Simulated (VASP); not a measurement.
# KF: single point with LDA

KF:

```
CELL_PARAMETERS angstrom
3.25895 0.00000 0.00000
0.00000 3.25895 0.00000
0.00000 0.00000 3.25895
ATOMIC_POSITIONS crystal
K 0.00000 0.00000 0.00000
F 0.50000 0.50000 0.50000
```

The cell comes from a database or a generator and needn't be the stable form of this composition.

| Property | Result |
| --- | --- |
| Program | VASP 6.6.1 |
| Task | single point |
| Functional | LDA |
| Potentials or basis | VASP PAW LDA potentials, release 64 (K_sv, F) |
| Cutoff | 520 eV |
| k mesh | 8 × 8 × 8 |
| Occupations | gaussian, width 0.05 eV |
| Spin | no spin polarisation |

The pressure is -5.7 GPa. The band gap on the k mesh is 5.91 eV, indirect (least direct gap 5.96 eV).

Levels at points of the mesh, in eV from the valence-band top:
| k point | band 5 | band 6 | band 7 | band 8 | band 9 | band 10 | band 11 | band 12 |
| --- | --- | --- | --- | --- | --- | --- | --- | --- |
| (0.00, 0.00, 0.00) | -9.76 | -0.05 | -0.05 | -0.05 | 5.91 | 8.08 | 8.08 | 13.85 |
| (0.50, 0.00, 0.00) | -9.64 | -1.28 | -0.17 | -0.17 | 9.09 | 9.12 | 10.54 | 12.35 |
| (0.00, 0.50, 0.00) | -9.64 | -1.28 | -0.17 | -0.17 | 9.09 | 9.12 | 10.54 | 12.35 |
| (0.00, 0.00, 0.50) | -9.64 | -1.28 | -0.17 | -0.17 | 9.09 | 9.12 | 10.54 | 12.35 |
| (0.50, 0.50, 0.00) | -9.55 | -0.63 | -0.63 | 0.00 | 8.25 | 8.73 | 11.78 | 11.78 |
| (0.00, 0.50, 0.50) | -9.55 | -0.63 | -0.63 | 0.00 | 8.25 | 8.73 | 11.78 | 11.78 |
| (0.50, 0.00, 0.50) | -9.55 | -0.63 | -0.63 | 0.00 | 8.25 | 8.73 | 11.78 | 11.78 |
| (0.50, 0.50, 0.50) | -10.36 | -1.08 | -1.08 | -1.08 | 10.27 | 10.27 | 10.27 | 14.79 |

Run time: 65 s on 1 thread of AMD EPYC 9R45 (Zen 5), on a shared host, peak memory 0.19 GiB.

A k mesh can miss the band edges. LDA gaps usually lie below the measured ones, often by a third to a half.
